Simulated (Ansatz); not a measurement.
# SnO2 (Cassiterite) (P4_2/mnm) in Ansatz: a series of runs

Runs on SnO2 (Cassiterite). Level: PBEsol. Tasks: relaxation of cell and atoms.

Program: Ansatz 0.2.0. These are calculated values, not measurements. Logs are shortened: lines on timing, memory, paths and dates and some standing lists are left out, and cuts for length are marked.

### 1 The crystal as given

Symmetry: P4_2/mnm, No. 136, tetragonal system. The conventional cell has a = 4.738 Å, b = 4.738 Å, c = 3.187 Å, α = 90.00°, β = 90.00°, γ = 90.00°. Sn (site symmetry mmm) is surrounded by 6 O at 2.05 to 2.06 Å. Around O (site symmetry m2m) lie 3 Sn at 2.05 to 2.06 Å.

### 2 Relaxation of cell and atoms, PBEsol

input.yaml reads:

```yaml
crystal:
  lattice:
    - [4.738, 0.0, 0.0]
    - [0.0, 4.738, 0.0]
    - [0.0, 0.0, 3.1865]
  atoms:
    - { symbol: Sn, position: [0.5, 0.5, 0.5] }
    - { symbol: Sn, position: [0.0, 0.0, 0.0] }
    - { symbol: O, position: [0.8071, 0.1929, 0.5] }
    - { symbol: O, position: [0.6929, 0.6929, 0.0] }
    - { symbol: O, position: [0.1929, 0.8071, 0.5] }
    - { symbol: O, position: [0.3071, 0.3071, 0.0] }
hamiltonian:
  xc: pbesol
  pseudopotentials: { kind: paw }
kpoints:
  mp_grid: { grid: [6, 6, 8] }
scf:
  occupations: { method: fermi_dirac, width: 0.05 }
output:
  forces: true
  stress: true
  eigenvalues: true
relax:
  f_tol: 0.01
  max_steps: 40
  cell: { stress_tol: 0.05 }
```

Potentials or basis: Ansatz PAW.

Started as:

```bash
$ ansatz run input.yaml --threads 2 --pin off --max-ram 5632MiB --backend cpu --events-out ev --progress --plain --runs-dir out
```

The log of the run:

```text
Warning: RAYON_NUM_THREADS=2 ignored (pool sized by the plan → 2); use --threads N
Engine: ansatz 0.2.0, aarch64-unknown-linux-gnu
Pseudopotentials: kind: paw
Pseudopotential: Sn, paw, valence charge 14, recommended cutoff 420 eV (normal), Sn.paw.azcp
Pseudopotential: O, paw, valence charge 6, recommended cutoff 420 eV (normal), O.paw.azcp
Functional definition: PBEsol
  exchange = pbesol_x
  correlation = pbesol_c
Crystal: 6 atoms, lattice volume = 71.533 Å³
Basis set: ecut = 420 eV, 1411 PW (Γ), exchange–correlation on 64×64×48 points (8 copies of the dense FFT grid, shifted against one another)
Bands: 32, of which v1, the nominal top of the filled ones, is band 26 counted from 1 (25 counted from 0)
Symmetry: 16 space group operations
Space group: P42/mnm (ITA 136), of the structure as read, at distance tolerance 4.2e-5 Å
k-points: 50 of 288
Non-local potential: Sn, projectors of the file, l = 0: 2, l = 1: 2, l = 2: 2, l = 3: 2
Non-local potential: O, projectors of the file, l = 0: 2, l = 1: 2, l = 2: 1
PAW form: soft (Blöchl's): semilocal exchange-correlation on the pseudo side does not see the compensation charge
PAW frozen core: Sn, regenerated for the run's functional, and the local potential with it (the file was generated under x = pbe(κ = 0.804, μ = 0.2195149727645171), c = pbe(β = 0.06672455060314922))
PAW frozen core: O, regenerated for the run's functional, and the local potential with it (the file was generated under x = pbe(κ = 0.804, μ = 0.2195149727645171), c = pbe(β = 0.06672455060314922))
PAW one-centre angular grid: Sn, 590 points (default); XC on 64 Gauss nodes
PAW one-centre angular grid: O, 110 points (default); XC on 64 Gauss nodes
Initial density: superposition of atomic densities (neutral atoms: chi_scale 0, normalization atom), corrected by the library's trained network
Initial wavefunctions: pseudopotential atomic-orbital guess
Functional: x = pbesol(κ = 0.804, μ = 0.12345679012345678), c = pbesol(β = 0.046)
SCF iter   1: F=—  HF=-14143.084764 eV  |F-HF|=—  |Δ(HF+E_count)|=         —  Δρ=1.60e-2  dr2=1.45e-1  ethr=1.77e-3  ⟨swp⟩=6.0  Hψ=7021  notcnv=0  defer=6
preconditioner: auto → Resta (q_TF=auto, 2.587 Å⁻¹)  ε∞=3.6  [insulator: Δε(μ)=1.045 eV  Ē_g=19.571 eV  σ=0.050 eV  W_gap=1.00  n_scr=18 (ndim 8)  ℏωp=31.7 eV  f_vac=0.027  D(μ)=0.00/eV (n_scr^D=0)  ε∞_Penn≈3.6]
SCF iter   2: F=—  HF=-14143.043547 eV  |F-HF|=—  |Δ(HF+E_count)|=   4.12e-2  Δρ=2.53e-3  dr2=2.16e-3  ethr=2.78e-4  ⟨swp⟩=2.1  Hψ=2706  notcnv=0  defer=88
SCF iter   3: F=—  HF=-14143.043357 eV  |F-HF|=—  |Δ(HF+E_count)|=   1.90e-4  Δρ=1.21e-3  dr2=6.06e-4  ethr=4.15e-6  ⟨swp⟩=2.2  Hψ=2402  notcnv=0  defer=88
SCF iter   4: F=—  HF=-14143.043406 eV  |F-HF|=—  |Δ(HF+E_count)|=   4.92e-5  Δρ=4.05e-4  dr2=9.63e-5  ethr=1.17e-6  ⟨swp⟩=1.0  Hψ=1512  notcnv=0  defer=88
SCF iter   5: F=—  HF=-14143.043345 eV  |F-HF|=—  |Δ(HF+E_count)|=   6.14e-5  Δρ=6.33e-5  dr2=3.42e-6  ethr=1.85e-7  ⟨swp⟩=3.0  Hψ=3128  notcnv=0  defer=88
SCF iter   6: F=-14143.043347 eV  HF=-14143.043347 eV  |F-HF|=1.58e-8  |Δ(HF+E_count)|=   2.08e-6  Δρ=1.15e-5  dr2=8.75e-8  ethr=1.92e-10  ⟨swp⟩=8.9  Hψ=8418  notcnv=0
SCF 1 converged in 6 iterations: F = -14143.043347 eV  dr2 = 8.75e-8
[... 76 lines left out ...]
Harris-Foulkes:  -14143.067750 eV  (|F-HF|=1.82e-11)
Internal energy: -14143.067749 eV  (E = F + TS)
E sigma→0 (E₀):  -14143.067750 eV
Entropy (-TS):   -0.000001 eV (-0.000 meV/atom)
Fermi energy:    9.558828 eV
--- Per-component energies (eV) ---
  E_band       = -136.383438
  E_kinetic    = 1079.351999
  E_local      = -2894.870969  (includes V_loc(G=0)·N_el)
  E_nonlocal   = 139.011858
  E_hartree    = 1494.977960
  E_xc         = -1043.555682
  E_vxc        = -561.542277  (∫ρ·V_xc dr)
  E_paw        = -8763.193012  (= ΣΔE_a)
  E_vpaw       = -888.299896  (= ΣTr[D̂ρ^β])
  E_aug_tail   = 0.009918  (compensation charges beyond the density's cutoff)
  E_ewald      = -4155.510653
  E_core_change = 0.710831  (= ΣΔE_core)
  E_smearing   = -0.000001  (= −TS)
  E_closure    = 0.000000  (closes the sum)
  Σ components = -14143.067750   (vs F -14143.067750, Δ=0.00e0)
--- Forces (eV/Å), atoms counted from 1 ---
  atom   1  Sn    -0.00000000     0.00000000     0.00000000
  atom   2  Sn     0.00000000     0.00000000     0.00000000
  atom   3  O      0.00003644    -0.00003644     0.00000000
  atom   4  O     -0.00003644    -0.00003644    -0.00000000
  atom   5  O     -0.00003644     0.00003644    -0.00000000
  atom   6  O      0.00003644     0.00003644     0.00000000
  max |Σ_I F_I| component: 1.73e-18 eV/Å
--- Stress (GPa, compression-positive) ---
        0.010560       0.000000      -0.000000
        0.000000       0.010560       0.000000
       -0.000000       0.000000       0.004905
  P = ⅓ Tr σ = 0.0087 GPa (0.087 kbar)
--- Band table (eV; the first three rows and the last of 50) ---
  k-point 0: bands = ["-11.9407", "-11.2006", "-10.9506", "-10.9299", "-10.9299", "-10.8522", "-10.8058", "-10.7224", "-10.6949", "-10.6949", "-9.7081", "-7.8790", "-7.8790", "-6.1522", "0.9312", "5.0281", "5.0281", "5.1387", "5.9999", "7.0586", "7.1260", "7.8233", "7.8233", "8.3148", "8.3148", "9.0878", "10.0070", "14.9473", "15.1400", "15.1400", "19.2303", "19.2884"]
  k-point 1: bands = ["-11.8695", "-11.1173", "-11.0686", "-11.0686", "-10.9236", "-10.8646", "-10.7999", "-10.7230", "-10.7144", "-10.7144", "-9.6235", "-7.6474", "-7.6474", "-6.2660", "0.9209", "5.0078", "5.1696", "5.1696", "6.0327", "6.1027", "6.9979", "7.2549", "7.2549", "8.3445", "8.3445", "8.9589", "11.0022", "15.2565", "15.7872", "15.7872", "18.2457", "20.2414"]
  k-point 2: bands = ["-11.6828", "-11.3553", "-11.3553", "-10.9913", "-10.8527", "-10.8513", "-10.7843", "-10.7520", "-10.7520", "-10.7255", "-9.3312", "-7.1333", "-7.1333", "-6.6248", "0.9509", "4.4229", "4.8338", "5.5059", "5.5059", "6.2494", "6.2494", "6.4017", "6.5315", "8.2443", "8.2443", "8.5939", "12.6094", "15.7060", "17.2070", "17.2070", "17.6351", "20.5035"]
  k-point 49: bands = ["-11.6947", "-11.6947", "-11.2438", "-11.2438", "-10.8032", "-10.8032", "-10.7396", "-10.7396", "-10.6986", "-10.6986", "-7.8349", "-7.8349", "-6.5314", "-6.5314", "1.0916", "1.0916", "4.0878", "4.0878", "6.5093", "6.5093", "6.6477", "6.6477", "8.1311", "8.1311", "8.2683", "8.2683", "13.6462", "13.6462", "17.7120", "17.7120", "19.7842", "19.7842"]
--- Relaxed structure (6 steps of the walk, 6 accepted, 2 SCFs on fresh bases) ---
  F+E_penalty+E_count = -14143.06775046 eV   max|allowed force component| = 3.644e-5 eV/Å   (the final SCF, on the basis selected at the relaxed cell)
  cell:  # Å, volume = 73.0530 Å³
    - [4.7689954875069365, 1.5112636365995084e-34, 1.2364926390598488e-34]
    - [1.5112636365995084e-34, 4.7689954875069365, 1.1334477274496313e-34]
    - [4.619969465651403e-35, 7.62290245571602e-35, 3.212066041368411]
  atoms:
    - { symbol: Sn, position: [0.5000000000000001, 0.5000000000000001, 0.5] }
    - { symbol: Sn, position: [3.813853146494661e-20, 2.2883118878968098e-20, -3.19515070111199e-35] }
    - { symbol: O, position: [0.8062762795773801, 0.19372372042262004, 0.5] }
    - { symbol: O, position: [0.69372372042262, 0.69372372042262, 8.326292256114846e-35] }
    - { symbol: O, position: [0.19372372042262004, 0.8062762795773801, 0.5] }
    - { symbol: O, position: [0.3062762795773799, 0.3062762795773799, 6.626380008176008e-35] }
```

Wall time 25 s (2 threads of Arm Neoverse V1, shared host); peak memory 0.4 GiB.

Results:

| Quantity | Value |
| --- | --- |
| Free energy | -14143.0678 eV |
| Relaxed volume | 12.18 Å³/atom |
| Relaxed cell | a = 4.769 Å, b = 4.769 Å, c = 3.212 Å, α = 90.00°, β = 90.00°, γ = 90.00° |
| Space group after relaxing (to 0.05 Å) | P4_2/mnm (No. 136) |
| Energy gained by relaxing | 4.1 meV/atom |
| Ionic steps | 8 |
| Pressure after relaxing | 0.0 GPa |
| Band gap on the k mesh | 0.92 eV, direct |

The path:
```csv
step,energy change (eV),largest force (eV/Å),volume (Å³)
1,0.0000,0.2103,71.53
2,-0.0150,0.0148,73.01
3,-0.0153,0.0402,73.04
4,-0.0156,0.0150,73.01
5,-0.0157,0.0001,72.99
6,-0.0244,0.0002,72.99
7,-0.0241,0.0000,73.05
8,-0.0244,0.0001,73.05
```

Final structure:
```yaml
crystal:
  lattice:
    - [4.76900, 0.00000, 0.00000]
    - [0.00000, 4.76900, 0.00000]
    - [0.00000, 0.00000, 3.21207]
  atoms:
    - { symbol: Sn, position: [0.50000, 0.50000, 0.50000] }
    - { symbol: Sn, position: [0.00000, 0.00000, 0.00000] }
    - { symbol: O, position: [0.80628, 0.19372, 0.50000] }
    - { symbol: O, position: [0.69372, 0.69372, 0.00000] }
    - { symbol: O, position: [0.19372, 0.80628, 0.50000] }
    - { symbol: O, position: [0.30628, 0.30628, 0.00000] }
```

Levels at points of the mesh, in eV from the valence-band top:
| k point | band 23 | band 24 | band 25 | band 26 | band 27 | band 28 | band 29 | band 30 |
| --- | --- | --- | --- | --- | --- | --- | --- | --- |
| (0.00, 0.00, 0.00) | -1.26 | -0.77 | -0.77 | 0.00 | 0.92 | 5.86 | 6.05 | 6.05 |
| (0.00, 0.00, -0.50) | -1.64 | -1.64 | -1.24 | -1.24 | 5.88 | 5.88 | 9.44 | 9.44 |
| (0.00, -0.50, 0.00) | -1.22 | -1.22 | -0.63 | -0.63 | 4.14 | 4.14 | 6.82 | 6.82 |
| (0.00, -0.50, -0.50) | -1.08 | -1.08 | -0.73 | -0.73 | 6.15 | 6.15 | 7.74 | 7.74 |
| (-0.50, -0.50, 0.00) | -1.34 | -1.34 | -0.89 | -0.89 | 4.54 | 4.54 | 7.24 | 7.24 |
| (-0.50, -0.50, -0.50) | -0.96 | -0.96 | -0.82 | -0.82 | 4.56 | 4.56 | 8.62 | 8.62 |

Caveat: the plane-wave basis is chosen anew once the cell has moved, so the energies of steps on either side of that aren't comparable; the pressure holds a Pulay correction of +0.9 GPa for the finite cutoff; spin-orbit coupling is left out, which moves the levels of the heavy elements; the PAW data sets come from PBE, with cores solved anew for the run's functional, which leaves a small shift of forces and pressure. A hybrid or GW would open this gap; PBEsol tends to underestimate it.

### 3 Relaxation of cell and atoms, PBEsol, target pressure 2 GPa, at which the enthalpy is minimised

Changes to input.yaml since step 2:

```diff
@@ -26,2 +26,2 @@
   max_steps: 40
-  cell: { stress_tol: 0.05 }
+  cell: { stress_tol: 0.05, p_target: 2.0 }
```

Potentials or basis: Ansatz PAW.

Started as:

```bash
$ ansatz run input.yaml --threads 2 --pin off --max-ram 5632MiB --backend cpu --events-out ev --progress --plain --runs-dir out
```

The log of the run:

```text
Warning: RAYON_NUM_THREADS=2 ignored (pool sized by the plan → 2); use --threads N
[... 7 set-up lines as earlier in the session ...]
Crystal: 6 atoms, lattice volume = 71.533 Å³
Basis set: ecut = 420 eV, 1411 PW (Γ), exchange–correlation on 64×64×48 points (8 copies of the dense FFT grid, shifted against one another)
Bands: 32, of which v1, the nominal top of the filled ones, is band 26 counted from 1 (25 counted from 0)
[... 2 set-up lines as earlier in the session ...]
k-points: 50 of 288
[... 2 set-up lines as earlier in the session ...]
[... 118 lines left out ...]
        2.003964      -0.000000      -0.000000
       -0.000000       2.003964       0.000000
       -0.000000       0.000000       2.002729
  P = ⅓ Tr σ = 2.0036 GPa (20.036 kbar)
--- Band table (eV; the first three rows and the last of 50) ---
  k-point 0: bands = ["-11.8033", "-11.0339", "-10.7748", "-10.7541", "-10.7541", "-10.6818", "-10.6252", "-10.5374", "-10.5101", "-10.5101", "-9.6056", "-7.7533", "-7.7533", "-5.9582", "1.0510", "5.1541", "5.1541", "5.2491", "6.1137", "7.2067", "7.3031", "7.9778", "7.9778", "8.4642", "8.4642", "9.2431", "10.2671", "15.1804", "15.3321", "15.3321", "19.4345", "19.4979"]
  k-point 1: bands = ["-11.7310", "-10.9469", "-10.8980", "-10.8980", "-10.7470", "-10.6953", "-10.6190", "-10.5380", "-10.5304", "-10.5304", "-9.5214", "-7.5149", "-7.5149", "-6.0758", "1.0384", "5.1234", "5.2970", "5.2970", "6.1839", "6.2167", "7.1787", "7.4043", "7.4043", "8.4941", "8.4941", "9.1108", "11.2520", "15.4966", "15.9835", "15.9835", "18.4538", "20.4547"]
  k-point 2: bands = ["-11.5410", "-11.1933", "-11.1933", "-10.8221", "-10.6781", "-10.6726", "-10.6027", "-10.5691", "-10.5691", "-10.5409", "-9.2264", "-6.9882", "-6.9882", "-6.4466", "1.0649", "4.5698", "4.9609", "5.6365", "5.6365", "6.3914", "6.3914", "6.5178", "6.7030", "8.3924", "8.3924", "8.7381", "12.8634", "15.9631", "17.4137", "17.4137", "17.8504", "20.7381"]
  k-point 49: bands = ["-11.5415", "-11.5415", "-11.0913", "-11.0913", "-10.6217", "-10.6217", "-10.5557", "-10.5557", "-10.5156", "-10.5156", "-7.6896", "-7.6896", "-6.3751", "-6.3751", "1.1966", "1.1966", "4.1967", "4.1967", "6.6554", "6.6554", "6.8209", "6.8209", "8.2816", "8.2816", "8.4158", "8.4158", "13.8969", "13.8969", "17.9275", "17.9275", "20.0146", "20.0146"]
--- Relaxed structure (6 steps of the walk, 6 accepted, 2 SCFs on fresh bases) ---
  F+E_penalty+E_count = -14143.06311826 eV   max|allowed force component| = 4.649e-6 eV/Å   (the final SCF, on the basis selected at the relaxed cell)
  cell:  # Å, volume = 72.2999 Å³
    - [4.7485576374079175, 2.747752066544561e-34, -2.3355855822881776e-34]
    - [2.747752066544561e-34, 4.7485576374079175, -7.69370578632477e-34]
    - [-9.008867940036235e-35, -5.174333788122389e-34, 3.2063726162048676]
  atoms:
    - { symbol: Sn, position: [0.5, 0.5, 0.5] }
    - { symbol: Sn, position: [-1.6685607515914506e-21, 5.1487017477678043e-20, 7.902605782669878e-37] }
    - { symbol: O, position: [0.8060981432188659, 0.1939018567811343, 0.5] }
    - { symbol: O, position: [0.6939018567811344, 0.6939018567811344, 1.0751497973694725e-34] }
    - { symbol: O, position: [0.1939018567811343, 0.8060981432188659, 0.5] }
    - { symbol: O, position: [0.3060981432188658, 0.3060981432188658, -3.603073544624154e-35] }
```

Run time: 25 s. Hardware: 2 threads of Arm Neoverse V1, shared host; peak memory 0.4 GiB.

Results:

| Item | Value |
| --- | --- |
| Free energy | -14143.0631 eV |
| Relaxed volume | 12.05 Å³/atom |
| Relaxed cell | a = 4.749 Å, b = 4.749 Å, c = 3.206 Å, α = 90.00°, β = 90.00°, γ = 90.00° |
| Space group after relaxing (to 0.05 Å) | P4_2/mnm (No. 136) |
| Energy change on relaxing (the enthalpy is what falls) | -3.3 meV/atom |
| Ionic steps | 8 |
| Pressure after relaxing | 2.0 GPa |
| Band gap on the k mesh | 1.02 eV, direct |

The path:
| step | energy change (eV) | largest force (eV/Å) | volume (Å³) |
| --- | --- | --- | --- |
| 1 | 0.0000 | 0.2103 | 71.53 |
| 2 | -0.0149 | 0.0430 | 72.35 |
| 3 | -0.0155 | 0.0381 | 72.34 |
| 4 | -0.0149 | 0.0196 | 72.24 |
| 5 | -0.0152 | 0.0001 | 72.27 |
| 6 | -0.0194 | 0.0003 | 72.27 |
| 7 | -0.0196 | 0.0000 | 72.30 |
| 8 | -0.0198 | 0.0000 | 72.30 |

Final structure:
```yaml
crystal:
  lattice:
    - [4.74856, 0.00000, 0.00000]
    - [0.00000, 4.74856, 0.00000]
    - [0.00000, 0.00000, 3.20637]
  atoms:
    - { symbol: Sn, position: [0.50000, 0.50000, 0.50000] }
    - { symbol: Sn, position: [0.00000, 0.00000, 0.00000] }
    - { symbol: O, position: [0.80610, 0.19390, 0.50000] }
    - { symbol: O, position: [0.69390, 0.69390, 0.00000] }
    - { symbol: O, position: [0.19390, 0.80610, 0.50000] }
    - { symbol: O, position: [0.30610, 0.30610, 0.00000] }
```

Caveat: the plane-wave basis is chosen anew once the cell has moved, so the energies of steps on either side of that aren't comparable; the pressure holds a Pulay correction of +0.9 GPa for the finite cutoff; spin-orbit coupling is left out, which moves the levels of the heavy elements; the PAW data sets come from PBE, with cores solved anew for the run's functional, which leaves a small shift of forces and pressure.

### 4 Relaxation of cell and atoms, PBEsol, target pressure 5 GPa, at which the enthalpy is minimised

Changes to input.yaml since step 3:

```diff
@@ -26,2 +26,2 @@
   max_steps: 40
-  cell: { stress_tol: 0.05, p_target: 2.0 }
+  cell: { stress_tol: 0.05, p_target: 5.0 }
```

Started as:

```bash
$ ansatz run input.yaml --threads 2 --pin off --max-ram 5632MiB --backend cpu --events-out ev --progress --plain --runs-dir out
```

Run time: 16 s. Hardware: 2 threads of Arm Neoverse V1, shared host; peak memory 0.4 GiB.

The run converged. Its results:

| Quantity | Value |
| --- | --- |
| Free energy | -14143.0405 eV |
| Relaxed volume | 11.88 Å³/atom |
| Relaxed cell | a = 4.721 Å, b = 4.721 Å, c = 3.197 Å, α = 90.00°, β = 90.00°, γ = 90.00° |
| Space group after relaxing (to 0.05 Å) | P4_2/mnm (No. 136) |
| Energy change on relaxing (the enthalpy is what falls) | +0.5 meV/atom |
| Ionic steps | 5 |
| Pressure after relaxing | 5.0 GPa |
| Band gap on the k mesh | 1.18 eV, direct |

Step by step:
```csv
step,energy change (eV),largest force (eV/Å),volume (Å³)
1,0.0000,0.2103,71.53
2,0.0003,0.0839,71.35
3,0.0007,0.0012,71.28
4,0.0013,0.0018,71.26
5,0.0029,0.0013,71.26
```

Final structure:
```cif
data_structure
_symmetry_space_group_name_H-M 'P 1'
_symmetry_Int_Tables_number 1
_cell_length_a 4.7207
_cell_length_b 4.7207
_cell_length_c 3.1975
_cell_angle_alpha 90.000
_cell_angle_beta 90.000
_cell_angle_gamma 90.000
_cell_volume 71.26
loop_
_atom_site_label
_atom_site_type_symbol
_atom_site_fract_x
_atom_site_fract_y
_atom_site_fract_z
_atom_site_occupancy
Sn1 Sn 0.50000 0.50000 0.50000 1
Sn2 Sn 0.00000 0.00000 0.00000 1
O1 O 0.80587 0.19413 0.50000 1
O2 O 0.69413 0.69413 0.00000 1
O3 O 0.19413 0.80587 0.50000 1
O4 O 0.30587 0.30587 0.00000 1
```

Levels at points of the mesh, in eV from the valence-band top:
| k point | band 22 | band 23 | band 24 | band 25 | band 26 | band 27 | band 28 | band 29 | band 30 | band 31 |
| --- | --- | --- | --- | --- | --- | --- | --- | --- | --- | --- |
| (0.00, 0.00, 0.00) | -1.26 | -1.26 | -0.79 | -0.79 | 0.00 | 1.18 | 6.05 | 6.14 | 6.14 | 10.26 |
| (0.00, 0.00, -0.50) | -2.68 | -1.71 | -1.71 | -1.28 | -1.28 | 6.16 | 6.16 | 9.63 | 9.63 | 10.50 |
| (0.00, -0.50, 0.00) | -2.01 | -1.22 | -1.22 | -0.64 | -0.64 | 4.40 | 4.40 | 6.93 | 6.93 | 10.96 |
| (0.00, -0.50, -0.50) | -1.77 | -1.12 | -1.12 | -0.70 | -0.70 | 6.45 | 6.45 | 7.98 | 7.98 | 10.88 |
| (-0.50, -0.50, 0.00) | -2.05 | -1.35 | -1.35 | -0.91 | -0.91 | 4.80 | 4.80 | 7.40 | 7.40 | 10.98 |
| (-0.50, -0.50, -0.50) | -2.40 | -0.97 | -0.97 | -0.84 | -0.84 | 4.79 | 4.79 | 8.77 | 8.77 | 10.88 |

Caveat: the plane-wave basis is chosen anew once the cell has moved, so the energies of steps on either side of that aren't comparable; the pressure holds a Pulay correction of +0.9 GPa for the finite cutoff; spin-orbit coupling is left out, which moves the levels of the heavy elements; the PAW data sets come from PBE, with cores solved anew for the run's functional, which leaves a small shift of forces and pressure. Expect the measured gap to be larger: semilocal functionals such as PBEsol lack the derivative discontinuity.

(Part 1 of 2 ends here.)
